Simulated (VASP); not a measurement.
# MoS2 in VASP: notebook

The runs below take MoS2 through phonons, with PBE, LDA, r2SCAN.

Program: VASP 6.6.1. These are calculated values, not measurements. Logs are shortened: lines on timing, memory, paths and dates and some standing lists are left out, and cuts for length are marked.

## (1) Starting point

The cell holds a slab with vacuum, 3 atoms: a = 3.128 Å, b = 3.152 Å, c = 20.000 Å, α = 90.00°, β = 90.00°, γ = 119.75°.

## (2) Phonons, PBE

POSCAR

```
MoS2
1.0
    3.1284000000      0.0000000000      0.0000000000
   -1.5642000000      2.7366402760      0.0000000000
    0.0000000000      0.0000000000     20.0000000000
  Mo              S
     1     2
Direct
     0.3336164610542277    0.6672329222084642    0.5000000000000000
     0.6665251028228877    0.3330502055457664    0.5787936904619702
     0.6665251028228877    0.3330502055457664    0.4212063095380298
```

INCAR.step1

```
SYSTEM = MoS2
ALGO = Normal ; EDIFF = 1E-8
EDIFFG = -0.002 ; ENCUT = 600
GGA = PE ; IBRION = 2
ISIF = 2 ; ISMEAR = -1
KPAR = 4 ; LASPH = .True.
LCHARG = .False. ; LREAL = .False.
LWAVE = .False. ; NELM = 60
NSW = 40 ; PREC = Accurate
SIGMA = 0.05
```

INCAR.step2

```
SYSTEM = MoS2
ALGO = Normal ; EDIFF = 1E-8
ENCUT = 600 ; GGA = PE
IBRION = 8 ; ISIF = 2
ISMEAR = -1 ; KPAR = 4
LASPH = .True. ; LCHARG = .False.
LREAL = .False. ; LWAVE = .False.
NELM = 60 ; NSW = 1
PREC = Accurate ; SIGMA = 0.05
```

KPOINTS

```
k-points
0
Gamma
  12 12 1
  0 0 0
```

Potentials or basis: VASP PAW PBE potentials, release 64 (Mo_sv, S).

Command:

```bash
> cat potpaw_PBE.64/Mo_sv/POTCAR potpaw_PBE.64/S/POTCAR > POTCAR
> cp INCAR.step1 INCAR
> mpirun -np 4 vasp_std > vasp.out
> cp CONTCAR POSCAR
> cp INCAR.step2 INCAR
> mpirun -np 4 vasp_std > vasp.out
```

OUTCAR:

```text
SYSTEM = MoS2
   EDIFF = 1E-8
   ENCUT = 600
   GGA = PE
   IBRION = 8
   ISIF = 2
   ISMEAR = -1
   LASPH = .True.
   LREAL = .False.
   NELM = 60
   NSW = 1
   PREC = Accurate

 ion  position               nearest neighbor table
   1  0.334  0.667  0.500-   2 2.40   3 2.40   2 2.40   3 2.40   2 2.41   3 2.41
   2  0.666  0.333  0.579-   1 2.40   1 2.40   1 2.41
   3  0.666  0.333  0.421-   1 2.40   1 2.40   1 2.41

  LATTYP: Found a base centered orthorhombic cell.
 ALAT       =     3.1284000000
 B/A-ratio  =     1.7495462703
 C/A-ratio  =     6.3930443677

  Lattice vectors:

 A1 = (   1.5642000000,  -2.7366402760,   0.0000000000)
 A2 = (   1.5642000000,   2.7366402760,   0.0000000000)
 A3 = (   0.0000000000,   0.0000000000,  20.0000000000)

Analysis of symmetry for initial positions (statically):
=====================================================================
 Subroutine PRICEL returns:
 Original cell was already a primitive cell.

 Routine SETGRP: Setting up the symmetry group for a
 base centered orthorhombic supercell.

 Subroutine GETGRP returns: Found  4 space group operations
 (whereof  4 operations were pure point group operations)
 out of a pool of  8 trial point group operations.

The static configuration has the point symmetry C_2v.

Analysis of symmetry for dynamics (positions and initial velocities):
=====================================================================
 Subroutine PRICEL returns:
 Original cell was already a primitive cell.

 Routine SETGRP: Setting up the symmetry group for a
 base centered orthorhombic supercell.

 Subroutine GETGRP returns: Found  4 space group operations
 (whereof  4 operations were pure point group operations)
 out of a pool of  8 trial point group operations.

The dynamic configuration has the point symmetry C_2v.

 Subroutine INISYM returns: Found  4 space group operations
 (whereof  4 operations are pure point group operations),
 and found     1 'primitive' translations

----------------------------------------------------------------------------------------

                                     Primitive cell

  volume of cell :     171.2261

  direct lattice vectors                    reciprocal lattice vectors
     3.128400000  0.000000000  0.000000000     0.319652218  0.182705781  0.000000000
    -1.564200000  2.736640276  0.000000000     0.000000000  0.365411563  0.000000000
     0.000000000  0.000000000 20.000000000     0.000000000  0.000000000  0.050000000

  length of vectors
     3.128400000  3.152129699 20.000000000     0.368183301  0.365411563  0.050000000

  position of ions in fractional coordinates (direct lattice)
     0.333715046  0.667430091  0.500000000
     0.666475811  0.332951621  0.578786650
     0.666475811  0.332951621  0.421213350

  ion indices of the primitive-cell ions
   primitive index   ion index
                 1           1
                 2           2
                 3           3

----------------------------------------------------------------------------------------

 KPOINTS: k-points

Automatic generation of k-mesh.
 Grid dimensions read from file:
 generate k-points for:   12   12    1

 Generating k-lattice:

[... 100 lines left out ...]

 number of electron      26.0000001 magnetization

 Free energy of the ion-electron system (eV)
  ---------------------------------------------------
  ext. energy  EPLUGINS =         0.00000000
  ---------------------------------------------------
  free energy    TOTEN  =       -21.83713403 eV

  energy without entropy =      -21.83713403  energy(sigma->0) =      -21.83713403

 E-fermi :  -1.0005     XC(G=0):  -3.8715

 val. band max:       -1.8944514686   @ k =   0.3333   0.3333   0.0000
 cond. band min:      -0.0687872708   @ k =   0.3333   0.3333   0.0000
 fundamental gap:      1.8256641979
 Fermi energy:        -1.0004737465

 k-point     1 :       0.0000    0.0000    0.0000
  band No.  band energies     occupation
      1     -62.7328      2.00000
      2     -36.8981      2.00000
      3     -36.6552      2.00000
      4     -36.6378      2.00000
      5     -16.0777      2.00000
      6     -14.7971      2.00000
[... 457 lines left out ...]
      4     -36.8079      2.00000
      5     -13.9486      2.00000
      6     -13.8822      2.00000
[... 9 lines left out ...]
     16       1.5766      0.00000
     17       2.5843      0.00000

 [... further k-points ...]

------------------------ aborting loop because EDIFF is reached ----------------------------------------

  FORCE on cell =-STRESS in cart. coord.  units (eV):
  Direction    XX          YY          ZZ          XY          YZ          ZX
  --------------------------------------------------------------------------------------
  -------------------------------------------------------------------------------------
  Total        1.4510486      0.8565088     -0.0257566      0.0000000      0.0000000      0.0000000
  in kB       13.5775856      8.0144261     -0.2410068      0.0000000      0.0000000      0.0000000
  external PRESSURE =       7.1170016 kB  Pullay stress =       0.0000000 kB

 VOLUME and BASIS-vectors are now :
 -----------------------------------------------------------------------------
  energy-cutoff  :      600.00
  volume of cell :      171.23
      direct lattice vectors                 reciprocal lattice vectors
     3.128400000  0.000000000  0.000000000     0.319652218  0.182705781  0.000000000
    -1.564200000  2.736640276  0.000000000     0.000000000  0.365411563  0.000000000
     0.000000000  0.000000000 20.000000000     0.000000000  0.000000000  0.050000000

 POSITION                                       TOTAL-FORCE (eV/Angst)
 -----------------------------------------------------------------------------------
     -0.00000      1.82652     10.00000        -0.000000     -0.000727      0.000000
      1.56420      0.91117     11.57573         0.000000      0.000363     -0.001536
      1.56420      0.91117      8.42427         0.000000      0.000363      0.001536
 -----------------------------------------------------------------------------------
    total drift:                                0.000000      0.000134      0.000000

  FREE ENERGIE OF THE ION-ELECTRON SYSTEM (eV)
  ---------------------------------------------------
  free  energy   TOTEN  =       -21.8371340342 eV

  energy  without entropy=      -21.8371340331  energy(sigma->0) =      -21.83713403

[... ionic steps 2 to 3 ...]

--------------------------------------- Ionic step        4  -------------------------------------------

------------------------ aborting loop because EDIFF is reached ----------------------------------------

--------------------------------------- Ionic step        5  -------------------------------------------
[... 13 lines left out ...]
------------------------ aborting loop because EDIFF is reached ----------------------------------------

--------------------------------------- Ionic step        9  -------------------------------------------

 Free energy of the ion-electron system (eV)
  ---------------------------------------------------
  ---------------------------------------------------
  free energy    TOTEN  =        -0.15602037 eV

  energy without entropy =       -0.15602037

------------------------ aborting loop because EDIFF is reached ----------------------------------------

 INTERNAL STRAIN TENSOR  FOR ION    2  DIRECTION 3   (eV/Angst):
 -----------------------------------------------------------------------------
   -10.03191  0.00000  0.00000
     0.00000-10.19297  0.24496
     0.00000  0.24489-29.45635

 INTERNAL STRAIN TENSOR FOR ION    3 for displacements in x,y,z  (eV/Angst):
          X           Y           Z          XY          YZ          ZX
  --------------------------------------------------------------------------------
  x     0.00000     0.00000     0.00000     3.41670     0.00000    13.84305
  y     3.05528    -2.82566     0.20060     0.00000    14.94886     0.00000
  z    10.03191    10.19297    29.45635     0.00000     0.24489     0.00000

 SECOND DERIVATIVES (NOT SYMMETRIZED)
 ------------------------------------
               1X          1Y          1Z          2X          2Y          2Z          3X          3Y          3Z
  1X   -20.423434    0.000000    0.000000   10.211717    0.000000    0.000000   10.211717    0.000000    0.000000
  1Y     0.000000  -20.171379    0.000000    0.000000   10.085689   -0.131687    0.000000   10.085689    0.131687
  1Z     0.000000    0.000000  -30.425815    0.000000   -0.156174   15.212908    0.000000    0.156174   15.212908
  2X    10.215623    0.000000    0.000000   -9.742905    0.000000    0.000000   -0.472718    0.000000    0.000000
  2Y     0.000000   10.087308   -0.160765    0.000000   -9.629804    0.141261    0.000000   -0.457504    0.019505
  2Z     0.000000   -0.124462   15.209674    0.000000    0.140446  -16.962065    0.000000   -0.015984    1.752390
  3X    10.215623    0.000000    0.000000   -0.472718    0.000000    0.000000   -9.742905    0.000000    0.000000
  3Y     0.000000   10.087308    0.160765    0.000000   -0.457504   -0.019505    0.000000   -9.629804   -0.141261
  3Z     0.000000    0.124462   15.209674    0.000000    0.015984    1.752390    0.000000   -0.140446  -16.962065

 Eigenvectors and eigenvalues of the dynamical matrix
 ----------------------------------------------------

   1 f  =   13.908707 THz    87.390981 2PiTHz  463.944515 cm-1    57.521763 meV
             X         Y         Z           dx          dy          dz
     -0.000000  1.826516 10.000000     0.000000   -0.000000   -0.632955
      1.564200  0.911169 11.575733    -0.000000   -0.008933    0.547361
      1.564200  0.911169  8.424267    -0.000000    0.008933    0.547361
[... 43 lines left out ...]
   9 f/i=    0.002059 THz     0.012935 2PiTHz    0.068670 cm-1     0.008514 meV
             X         Y         Z           dx          dy          dz
     -0.000000  1.826516 10.000000     0.000000    0.774206    0.000000
      1.564200  0.911169 11.575733     0.000000    0.447551   -0.000119
      1.564200  0.911169  8.424267     0.000000    0.447551    0.000119

--------------------------------------------------------------------------------------------------------

 ELASTIC MODULI CONTR FROM IONIC RELAXATION (kBar)
 Direction    XX          YY          ZZ          XY          YZ          ZX
 --------------------------------------------------------------------------------
 XX        -115.4356    -87.8066   -295.5890     -0.0000      0.0000     -0.0000
 YY         -87.8066   -117.9991   -300.1554     -0.0000     -0.0000     -0.0000
 ZZ        -295.5890   -300.1554   -867.6642     -0.0000     -0.0000     -0.0000
 XY          -0.0000     -0.0000     -0.0000    -14.7040     -0.0000      0.0000
 YZ          -0.0000     -0.0000     -0.0000     -0.0000   -455.9412     -0.0000
 ZX          -0.0000     -0.0000     -0.0000      0.0000     -0.0000   -386.8527
 --------------------------------------------------------------------------------
```

Wall time 12 min (4 MPI ranks of Intel Xeon 6975P-C (Granite Rapids), shared host); peak memory 0.93 GiB.

Results:

```yaml
Highest_phonon_frequency_at_Γ_LO-TO_splitting_left_out: 464 cm⁻¹
```

Phonon frequencies in cm⁻¹ (negative: imaginary):
```csv
q point,frequencies
"(0.000, 0.000, 0.000)",0 0 0 279 280 378 380 399 464
```

## (3) Phonons, LDA

POSCAR

```
MoS2
1.0
    3.1284000000      0.0000000000      0.0000000000
   -1.5642000000      2.7366402760      0.0000000000
    0.0000000000      0.0000000000     20.0000000000
  Mo              S
     1     2
Direct
     0.3337268015708436    0.6674536032416961    0.5000000000000000
     0.6664699325645796    0.3329398650291505    0.5772569677471168
     0.6664699325645796    0.3329398650291505    0.4227430322528833
```

INCAR.step1

```
SYSTEM = MoS2
PREC = Accurate
ENCUT = 600
EDIFF = 1E-8
ISMEAR = -1
SIGMA = 0.05
LREAL = .False.
LASPH = .True.
NELM = 100
ALGO = Fast
ISIF = 2
LWAVE = .False.
LCHARG = .False.
GGA = CA
IBRION = 2
NSW = 40
EDIFFG = -0.002
KPAR = 4
```

INCAR.step2

```
SYSTEM = MoS2
PREC = Accurate
ENCUT = 600
EDIFF = 1E-8
ISMEAR = -1
SIGMA = 0.05
LREAL = .False.
LASPH = .True.
NELM = 100
ALGO = Fast
ISIF = 2
LWAVE = .False.
LCHARG = .False.
GGA = CA
IBRION = 8
NSW = 1
KPAR = 4
```

KPOINTS

```
regular mesh
0
Gamma
  12 12 1
  0 0 0
```

Potentials or basis: VASP PAW LDA potentials, release 64 (Mo_sv, S).

Command:

```bash
> cat potpaw_LDA.64/Mo_sv/POTCAR potpaw_LDA.64/S/POTCAR > POTCAR
> cp INCAR.step1 INCAR
> mpirun -np 4 vasp_std > vasp.out
> cp CONTCAR POSCAR
> cp INCAR.step2 INCAR
> mpirun -np 4 vasp_std > vasp.out
```

OUTCAR:

```text
SYSTEM = MoS2
   PREC = Accurate
   ENCUT = 600
   EDIFF = 1E-8
   ISMEAR = -1
   LREAL = .False.
   LASPH = .True.
   NELM = 100
   ISIF = 2
   GGA = CA
   IBRION = 8
   NSW = 1

 ion  position               nearest neighbor table
   1  0.334  0.667  0.500-   2 2.38   3 2.38   2 2.38   3 2.38   2 2.39   3 2.39
   2  0.666  0.333  0.577-   1 2.38   1 2.38   1 2.39
   3  0.666  0.333  0.423-   1 2.38   1 2.38   1 2.39

  LATTYP: Found a base centered orthorhombic cell.
 ALAT       =     3.1284000000
 B/A-ratio  =     1.7495462703
 C/A-ratio  =     6.3930443677

  Lattice vectors:

 A1 = (   1.5642000000,  -2.7366402760,   0.0000000000)
 A2 = (   1.5642000000,   2.7366402760,   0.0000000000)
 A3 = (   0.0000000000,   0.0000000000,  20.0000000000)

[... 744 lines left out ...]
  --------------------------------------------------------------------------------
  x     0.00000     0.00000     0.00000     3.75702     0.00000    14.35963
  y     3.37689    -3.13173     0.21015     0.00000    15.53574     0.00000
  z    10.69197    10.87849    30.62238     0.00000     0.26306     0.00000

 SECOND DERIVATIVES (NOT SYMMETRIZED)
 ------------------------------------
               1X          1Y          1Z          2X          2Y          2Z          3X          3Y          3Z
  1X   -21.484098    0.000000    0.000000   10.742049    0.000000    0.000000   10.742049    0.000000    0.000000
  1Y     0.000000  -21.214060    0.000000    0.000000   10.607030   -0.141811    0.000000   10.607030    0.141811
  1Z     0.000000    0.000000  -31.810602    0.000000   -0.169517   15.905301    0.000000    0.169517   15.905301
  2X    10.746409    0.000000    0.000000  -10.273830    0.000000    0.000000   -0.472579    0.000000    0.000000
  2Y     0.000000   10.608665   -0.176592    0.000000  -10.158802    0.154662    0.000000   -0.449863    0.021930
  2Z     0.000000   -0.135326   15.897787    0.000000    0.153519  -17.854782    0.000000   -0.018192    1.956994
  3X    10.746409    0.000000    0.000000   -0.472579    0.000000    0.000000  -10.273830    0.000000    0.000000
  3Y     0.000000   10.608665    0.176592    0.000000   -0.449863   -0.021930    0.000000  -10.158802   -0.154662
  3Z     0.000000    0.135326   15.897787    0.000000    0.018192    1.956994    0.000000   -0.153519  -17.854782

 Eigenvectors and eigenvalues of the dynamical matrix
 ----------------------------------------------------

   1 f  =   14.220672 THz    89.351116 2PiTHz  474.350550 cm-1    58.811946 meV
             X         Y         Z           dx          dy          dz
     -0.000000  1.826580 10.000000     0.000000    0.000000   -0.632998
      1.564200  0.911137 11.545139    -0.000000   -0.009430    0.547328
      1.564200  0.911137  8.454861    -0.000000    0.009430    0.547328
[... 43 lines left out ...]
   9 f/i=    0.001839 THz     0.011557 2PiTHz    0.061357 cm-1     0.007607 meV
             X         Y         Z           dx          dy          dz
     -0.000000  1.826580 10.000000     0.000000    0.774205   -0.000000
      1.564200  0.911137 11.545139     0.000000    0.447552   -0.000103
      1.564200  0.911137  8.454861     0.000000    0.447552    0.000103

--------------------------------------------------------------------------------------------------------

 ELASTIC MODULI CONTR FROM IONIC RELAXATION (kBar)
 Direction    XX          YY          ZZ          XY          YZ          ZX
 --------------------------------------------------------------------------------
 XX        -125.4568    -92.7905   -309.3557     -0.0000      0.0000     -0.0000
 YY         -92.7905   -128.4783   -314.5902      0.0000      0.0000     -0.0000
 ZZ        -309.3557   -314.5902   -885.7791     -0.0000      0.0000     -0.0000
 XY          -0.0000      0.0000     -0.0000    -17.9674     -0.0000     -0.0000
 YZ           0.0000      0.0000      0.0000     -0.0000   -465.2245      0.0000
 ZX          -0.0000     -0.0000     -0.0000     -0.0000      0.0000   -393.7093
 --------------------------------------------------------------------------------
```

It took 7.4 min on 4 MPI ranks of Intel Xeon 6975P-C (Granite Rapids), shared host; peak memory 0.84 GiB.

What came out:

* Highest phonon frequency at Γ, LO-TO splitting left out: 474 cm⁻¹

Phonon frequencies in cm⁻¹ (negative: imaginary):
| q point | frequencies |
| --- | --- |
| (0.000, 0.000, 0.000) | 0 0 0 287 288 387 390 410 474 |

(Continued in part 2 of 2.)
